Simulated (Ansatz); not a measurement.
## Lu in Ansatz: the effect of functional

The system is Lu.

```
Lu
1.0
     3.43159    0.00000    0.00000
    -1.71579    2.97184    0.00000
     0.00000    0.00000    5.43758
Lu
2
Direct
  0.66667 0.33333 0.75000
  0.33333 0.66667 0.25000
```

The cell isn't the ideal one: volume scaled by 0.94.

Alike in all runs:

| Item | Value |
| --- | --- |
| Program | Ansatz 0.2.0 |
| Task | single point |
| Potentials or basis | Ansatz PAW |
| k mesh | 9 × 9 × 5 |
| Occupations | fermi-dirac, width 0.05 eV |
| Spin | no spin polarisation |

```csv
functional,cutoff,pressure (GPa)
LDA,420 eV (not typed: the program's choice for these potentials),?
r2SCAN,500 eV (not typed: the program's choice for these potentials),2.5
PBE,420 eV (not typed: the program's choice for these potentials),2.5
```

**Question.** What does the run with functional LDA give?

**Answer.** Pressure -3.2 GPa.

Caveats: the PAW data sets come from PBE, with cores solved anew for the run's functional, which leaves a small shift of forces and pressure (some runs).
